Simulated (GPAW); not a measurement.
# zigzag Cr chain, bond 2.497 A: a ladder in the smearing, part 2 of 2

Aim: see how far moments and order energies of zigzag Cr chain, bond 2.497 A move with the smearing, and what each rung costs.

GPAW 26.7.0; PBE; plane waves with GPAW's PAW setups, scalar-relativistic.

So far, largest spin moment in the augmentation sphere (μB): step 2 (rung 1 (width 0.4 eV), start ferro ++) 3.07; step 4 (smearing width 0.2 eV) 3.44; step 5 (antiferromagnetic, smearing width 0.2 eV, start moments [2.5 …) 3.53; step 6 (smearing width 0.1 eV) 3.54; step 7 (antiferromagnetic, smearing width 0.1 eV, start moments [2.5 …) 3.55.

## Step 8: Rung 4 (width 0.05 eV), start ferro ++

order1.py reads:

```python
import json
import numpy as np
from ase import Atoms
from ase.parallel import paropen, parprint
from gpaw import GPAW

atoms = Atoms(['Cr', 'Cr'],
    cell=[[12.0, 0.0, 0.0],
         [0.0, 12.0, 0.0],
         [0.0, 0.0, 2.9964]],
    scaled_positions=[[0.41676667, 0.5, 0.0],
         [0.58323333, 0.5, 0.5]],
    pbc=True,
    magmoms=[2.5, 2.5])
atoms.calc = GPAW(mode={'name': 'pw', 'ecut': 550},
    xc='PBE',
    kpts={'size': (1, 1, 10), 'gamma': True},
    occupations={'name': 'fermi-dirac', 'width': 0.05},
    convergence={'density': 1e-05, 'energy': 1e-05},
    maxiter=200,
    symmetry={'tolerance': 1e-4},
    txt='order1.txt')
e = atoms.get_potential_energy(force_consistent=True)
res = {'free_energy': e, 'energy_sigma0': atoms.get_potential_energy(), 'fermi_energy': atoms.calc.get_fermi_level()}
res['moments'] = atoms.get_magnetic_moments().tolist()
res['total'] = atoms.get_magnetic_moment()
parprint('site moments (muB):', np.round(res['moments'], 3))
parprint(f"total moment: {res['total']:.3f} muB")
parprint(f'free energy: {e:.6f} eV')
atoms.calc.write('order1.gpw')
with paropen('results.json', 'w') as f:
    json.dump(res, f)
```

Run with:

```console
OMP_NUM_THREADS=1 python3 order1.py > order1.log
```

The program printed:

```text
site moments (muB): [3.584 3.584]
total moment: 9.146 muB
free energy: -12.461074 eV

--- order1.txt ---
Input parameters:
  mode=PW(ecut=550),
  convergence={'density': 1e-05, 'energy': 1e-05},
  kpts=MonkhorstPack(size=(1, 1, 10), gamma=True),
  maxiter=200,
  occupations=Occupations(name='fermi-dirac', width=0.05),
  symmetry=Symmetry(tolerance=0.0001),
  xc=XC(name='PBE')

Diagonalizing LCAO Hamiltonian
[...]
|          3 |        -4.493 |     1.000 |        -1.483 |     0.000 |
|          4 |        -4.351 |     1.000 |        -1.329 |     0.000 |
[...]
|         11 |        -2.268 |     0.000 |         0.272 |     0.000 |
|         12 |        -2.195 |     0.000 |         0.892 |     0.000 |
|         13 |        -1.155 |     0.000 |         1.063 |     0.000 |
|         14 |         0.465 |     0.000 |         1.312 |     0.000 |

No gap
No difference between direct/indirect transitions


[key lines of the parts left out:]
Free energy:     -12.461074
Converged in 22 steps
dipole moment: (0.000130, 0.000130, -7.123454)  # |e|*Ang
Fermi level: -2.759
```

Elapsed: 63 s, on 1 MPI rank of Intel Xeon Platinum 8488C (Sapphire Rapids), shared host; peak memory 0.4 GiB.

Numbers from this step:

- magnetization: 9.146 μB
- final state: ferromagnetic
- largest moment: 3.584 μB

The largest moment moves by +0.05 μB from rung 3, at 1.0 times its CPU time.

## Step 9: Rung 4 (width 0.05 eV), start antiferro +-

order2.py reads:

```python
import json
import numpy as np
from ase import Atoms
from ase.parallel import paropen, parprint
from gpaw import GPAW

atoms = Atoms(['Cr', 'Cr'],
    cell=[[12.0, 0.0, 0.0],
         [0.0, 12.0, 0.0],
         [0.0, 0.0, 2.9964]],
    scaled_positions=[[0.41676667, 0.5, 0.0],
         [0.58323333, 0.5, 0.5]],
    pbc=True,
    magmoms=[2.5, -2.5])
atoms.calc = GPAW(mode={'name': 'pw', 'ecut': 550},
    xc='PBE',
    kpts={'size': (1, 1, 10), 'gamma': True},
    occupations={'name': 'fermi-dirac', 'width': 0.05},
    convergence={'density': 1e-05, 'energy': 1e-05},
    maxiter=200,
    symmetry={'tolerance': 1e-4},
    txt='order2.txt')
e = atoms.get_potential_energy(force_consistent=True)
res = {'free_energy': e, 'energy_sigma0': atoms.get_potential_energy(), 'fermi_energy': atoms.calc.get_fermi_level()}
res['moments'] = atoms.get_magnetic_moments().tolist()
res['total'] = atoms.get_magnetic_moment()
parprint('site moments (muB):', np.round(res['moments'], 3))
parprint(f"total moment: {res['total']:.3f} muB")
parprint(f'free energy: {e:.6f} eV')
atoms.calc.write('order2.gpw')
with paropen('results.json', 'w') as f:
    json.dump(res, f)
```

Run with:

```console
OMP_NUM_THREADS=1 python3 order2.py > order2.log
```

The program printed:

```text
site moments (muB): [ 3.553 -3.553]
total moment: 0.000 muB
free energy: -13.890570 eV

--- order2.txt ---
Input parameters:
  mode=PW(ecut=550),
  convergence={'density': 1e-05, 'energy': 1e-05},
  kpts=MonkhorstPack(size=(1, 1, 10), gamma=True),
  maxiter=200,
  occupations=Occupations(name='fermi-dirac', width=0.05),
  symmetry=Symmetry(tolerance=0.0001),
  xc=XC(name='PBE')

Diagonalizing LCAO Hamiltonian
[...]
|          3 |        -3.689 |     1.000 |        -3.689 |     1.000 |
|          4 |        -3.365 |     1.000 |        -3.365 |     1.000 |
[...]
|          8 |        -0.900 |     0.000 |        -0.900 |     0.000 |
|          9 |        -0.303 |     0.000 |        -0.303 |     0.000 |
|         10 |        -0.263 |     0.000 |        -0.263 |     0.000 |
|         11 |         0.786 |     0.000 |         0.786 |     0.000 |

No gap
No difference between direct/indirect transitions


[key lines of the parts left out:]
Free energy:     -13.890570
Converged in 19 steps
dipole moment: (0.000131, 0.000130, -7.129480)  # |e|*Ang
Fermi level: -2.644
```

Run time: 45 s. Hardware: 1 MPI rank; peak memory 0.4 GiB.

Read from the output:

```yaml
magnetization: 0 μB
final_state: antiferromagnetic
largest_moment: 3.553 μB
```

This start lies -714.7 meV a seeded atom from the first, a change of -10.2 meV since rung 3; its largest moment is 3.55 μB.

## Step 10: Rung 5 (width 0.02 eV), start ferro ++

order1.py is the script of step 8 with these lines changed:

```diff
@@ -17,3 +17,3 @@
     kpts={'size': (1, 1, 10), 'gamma': True},
-    occupations={'name': 'fermi-dirac', 'width': 0.05},
+    occupations={'name': 'fermi-dirac', 'width': 0.02},
     convergence={'density': 1e-05, 'energy': 1e-05},
```

Run with:

```console
OMP_NUM_THREADS=1 python3 order1.py > order1.log
```

The program printed:

```text
site moments (muB): [3.603 3.604]
total moment: 9.198 muB
free energy: -12.453214 eV

--- order1.txt ---
Input parameters:
  mode=PW(ecut=550),
  convergence={'density': 1e-05, 'energy': 1e-05},
  kpts=MonkhorstPack(size=(1, 1, 10), gamma=True),
  maxiter=200,
  occupations=Occupations(name='fermi-dirac', width=0.02),
  symmetry=Symmetry(tolerance=0.0001),
  xc=XC(name='PBE')

Diagonalizing LCAO Hamiltonian
[...]
|          3 |        -4.508 |     1.000 |        -1.476 |     0.000 |
|          4 |        -4.355 |     1.000 |        -1.324 |     0.000 |
[...]
|         11 |        -2.275 |     0.000 |         0.280 |     0.000 |
|         12 |        -2.199 |     0.000 |         0.905 |     0.000 |
|         13 |        -1.163 |     0.000 |         1.063 |     0.000 |
|         14 |         0.464 |     0.000 |         1.330 |     0.000 |

No gap
No difference between direct/indirect transitions


[key lines of the parts left out:]
Free energy:     -12.453214
Converged in 23 steps
dipole moment: (0.000126, 0.000130, -7.121151)  # |e|*Ang
Fermi level: -2.765
```

Wall time 65 s (1 MPI rank); peak memory 0.4 GiB.

Numbers from this step:

```yaml
magnetization: 9.198 μB
final_state: ferromagnetic
largest_moment: 3.603 μB
```

The largest moment moves by +0.02 μB from rung 4, at 1.0 times its CPU time.

## Step 11: Rung 5 (width 0.02 eV), start antiferro +-

order2.py is the script of step 9 with these lines changed:

```diff
@@ -17,3 +17,3 @@
     kpts={'size': (1, 1, 10), 'gamma': True},
-    occupations={'name': 'fermi-dirac', 'width': 0.05},
+    occupations={'name': 'fermi-dirac', 'width': 0.02},
     convergence={'density': 1e-05, 'energy': 1e-05},
```

Run with:

```console
OMP_NUM_THREADS=1 python3 order2.py > order2.log
```

The program printed:

```text
site moments (muB): [ 3.554 -3.554]
total moment: -0.000 muB
free energy: -13.888466 eV

--- order2.txt ---
Input parameters:
  mode=PW(ecut=550),
  convergence={'density': 1e-05, 'energy': 1e-05},
  kpts=MonkhorstPack(size=(1, 1, 10), gamma=True),
  maxiter=200,
  occupations=Occupations(name='fermi-dirac', width=0.02),
  symmetry=Symmetry(tolerance=0.0001),
  xc=XC(name='PBE')

Diagonalizing LCAO Hamiltonian
[...]
|          3 |        -3.688 |     1.000 |        -3.688 |     1.000 |
|          4 |        -3.365 |     1.000 |        -3.365 |     1.000 |
[...]
|          8 |        -0.899 |     0.000 |        -0.899 |     0.000 |
|          9 |        -0.302 |     0.000 |        -0.302 |     0.000 |
|         10 |        -0.262 |     0.000 |        -0.262 |     0.000 |
|         11 |         0.788 |     0.000 |         0.788 |     0.000 |

No gap
No difference between direct/indirect transitions


[key lines of the parts left out:]
Free energy:     -13.888466
Converged in 19 steps
dipole moment: (0.000127, 0.000130, -7.129496)  # |e|*Ang
Fermi level: -2.635
```

The job ended after 46 s (1 MPI rank; peak memory 0.4 GiB).

This step gave:

```
magnetization  : 0 μB
final state    : antiferromagnetic
largest moment : 3.554 μB
```

This start lies -717.6 meV a seeded atom from the first, a change of -2.9 meV since rung 4; its largest moment is 3.55 μB.

## Step 12: The rungs together

Ladder, by row:

```csv
rung,smearing (eV),state from the first start,state from the second start,second less first (meV a seeded atom),"moment, first (μB)","moment, second (μB)",CPU time (s)
1,0.4,ferromagnetic,antiferromagnetic,-473,3.069,3.401,115.6
2,0.2,ferromagnetic,antiferromagnetic,-657.1,3.441,3.528,112.1
3,0.1,ferromagnetic,antiferromagnetic,-704.6,3.536,3.548,107.9
4,0.05,ferromagnetic,antiferromagnetic,-714.7,3.584,3.553,107.9
5,0.02,ferromagnetic,antiferromagnetic,-717.6,3.603,3.554,110.9
```

## Step 13: Results

```yaml
range_of_the_moment_in_the_table_second_start: 3.40 to 3.55 μB
range_of_cpu_time: 1.8 min to 1.9 min
range_of_the_energy_difference: -718 to -473 meV a seeded atom
first_rung_from_which_all_stay_within_36_mev_of_the_last: 3
```

**Reading.** From rung 3 on the result stays within 13 meV of the last rung, inside the margin of 36 meV set for it, at 97 % of the last rung's cost. The second start ends lower on every rung of the table; whether functional and cell give the true order is another question. The mesh stays the same, and a narrow smearing needs a finer one, so the last rung is no sure reference.

[Logs and program files are shortened in this print: banners, set-up blocks, solver, clock and traceback lines can be left out without a mark of their own.]

[Logs are printed without paths, hosts, clocks, repeated set-up lines and the standing remarks that a program may print on its own settings, such as how far it seeks lower states.]

[Hosts, paths, dates, database ids (printed as entryN), source tags and the programs' standing remarks are cut or masked in the printed files.]

[Where a cell is said to come from a database of computed structures, the database is the Materials Project.]
